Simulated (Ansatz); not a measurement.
# GaAs under changes of volume

One of the cells (22.590 Å³/atom); the others are scaled copies at fixed shape and fractional positions:

```
CELL_PARAMETERS angstrom
0.00000 2.82685 2.82685
2.82685 0.00000 2.82685
2.82685 2.82685 0.00000
ATOMIC_POSITIONS crystal
As 0.75000 0.75000 0.75000
Ga 0.00000 0.00000 0.00000
```

```yaml
Program: Ansatz 0.2.0
Functional: HF
Potentials_or_basis: Ansatz PAW
Cutoff: "420 eV (not typed: the program's choice for these potentials)"
k_mesh: 4 × 4 × 4
Occupations: fermi-dirac, width 0.05 eV
Spin: no spin polarisation
```

| volume (Å³/atom) | energy over the lowest point (meV/atom) | pressure (GPa) | gap on the mesh (eV) |
| --- | --- | --- | --- |
| 21.234 | 90.45 | 12.0 | 7.18 |
| 21.686 | 60.21 | 9.4 | 7.21 |
| 22.138 | ? | ? | ? |
| 22.590 | 19.59 | 5.0 | 7.26 |
| 23.041 | 8.39 | 3.1 | 7.28 |
| 23.493 | 1.86 | 1.4 | 7.29 |
| 23.945 | 0.00 | -0.1 | 7.08 |

What does the run at 22.138 Å³/atom give?

Energy over the lowest point 36.93 meV/atom; pressure 7.1 GPa; gap on the mesh 7.24 eV.

Worked out: A Birch-Murnaghan fit of order 3 (a polynomial in V^(-2/3)) to the other rows has its minimum at 23.92 Å³/atom with B0 = V·E''(V) = 77 GPa and B' = 4.6. It gives 36.80 meV/atom at 22.138 Å³/atom, against the run's 36.93, and -dE/dV = 7.1 GPa, against 7.1. The gap follows no smooth curve through the other rows.

Energies are extrapolated to zero smearing.

Caveats: all runs use coarse meshes; the PAW data sets come from PBE, with cores solved anew for the run's functional, which leaves a small shift of forces and pressure; the thresholds are loose for stress.

A mesh can miss the band edges. Spin-orbit coupling on As, Ga is left out.
